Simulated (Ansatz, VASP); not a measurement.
**MgS in VASP and in Ansatz**

```
CELL_PARAMETERS angstrom
3.60861 0.00000 0.00000
-1.80430 3.12515 0.00000
0.00000 0.00000 6.08526
ATOMIC_POSITIONS crystal
Mg 0.00000 0.00000 0.00000
Mg 0.00000 0.00000 0.50000
S 0.33333 0.66667 0.25000
S 0.66667 0.33333 0.75000
```

Alike in both runs: task single point; functional r2SCAN; k mesh 6 × 6 × 4; no spin polarisation.

|  | VASP | Ansatz |
| --- | --- | --- |
| version | VASP 6.6.1 | Ansatz 0.2.0 |
| potentials or method | VASP PAW PBE potentials, release 64 (Mg, S) | plane waves, PAW |
| plane-wave cutoff (eV) | 520 | 500 |
| occupations | gaussian, width 0.01 eV | fixed |
| valence electrons in the cell | 16 | 32 |

```tsv
	VASP	Ansatz	Ansatz less VASP
gap on the k mesh at the Fermi level (eV)	4.10	4.12	+0.022
pressure (GPa)	2.1	2.6	+0.48
largest component of the traceless stress (GPa)	0.02	0.07	+0.054
```

The two sets of potentials don't hold the same shells in valence.

Caveats: the PAW data sets were made with another functional, which shifts forces and pressure a little (VASP). r2SCAN opens gaps a little over a GGA but as a rule still falls short of measured ones. A k mesh can miss the band edges.
